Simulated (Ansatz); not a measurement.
SrCl2 (started from an entry of an open crystallographic database), relaxed with r2SCAN in the plane-wave code Ansatz: the symmetry is Fm-3m (No. 225, cubic); conventional cell a = 6.995 Å, 28.53 Å³ an atom. Around Sr lie 8 Cl at 3.03 Å; around Cl lie 4 Sr at 3.03 Å. The primitive cell holds 3 atoms in 85.58 Å³. Non-magnetic throughout; all numbers are computed.

Computed values: PBE gives a gap of 5.31 eV and PBE0 (25 % exact exchange) 7.32 eV; one over PBE's mean ε∞ is 0.344. HSE06+SOC (4×4×4) gives a least gap of 6.59 eV and a least direct gap of 6.83 eV. r2SCAN's ε∞ is 2.77. PBEsol's static dielectric constant, on its own cell and averaged over directions, is 7.8.

(1) What is the density?

(2) Taking the gap as linear in the share of unscreened exchange, estimate the gap of the hybrid whose share is 1/ε∞.

(3) At what wavelength does absorption set in by HSE06+SOC, excitons left aside?

(4) What refractive index and reflectivity at normal incidence follow, below the gap and above the phonons?

(5) As a gate dielectric 2 nm thick, what equivalent oxide thickness and capacitance would it have, with 3.9 for amorphous SiO₂?

Results:

(1) The cell holds 1 Sr, 2 Cl: M = 1×87.620 + 2×35.450 = 158.52 u in V = 85.58 Å³. ρ = 1.66054 × M/V = 1.66054 × 158.52/85.58 = 3.076 g/cm³, for the static r2SCAN lattice.

(2) The slope is (7.32 − 5.31)/0.25 = 8.04 eV per unit share, so E_g ≈ 5.31 + 8.04 × 0.344 = 8.08 eV. The run with that share gives 8.09 eV (4×4×4 mesh), +0.01 eV from the straight line.

(3) λ = 1239.84 eV nm/E: 188 nm for the least gap, where it needs phonons and is weak, and 182 nm for direct transitions. That lies in the ultraviolet, so by this gap the crystal is transparent to visible light.

(4) n = √2.77 = 1.664; R = ((n − 1)/(n + 1))² = (0.664/2.664)² = 6.2 % a face.

(5) EOT = t × 3.9/κ = 2 × 3.9/7.8 = 1.00 nm; C/A = ε₀κ/t = 8.854 × 7.8/2 = 34.5 fF/µm². This takes the ideal crystal's mean κ, without interface layers.

Only the levels marked +SOC include spin-orbit coupling.

The meshes of the hybrids are coarse, so their gaps aren't converged to the digits shown.
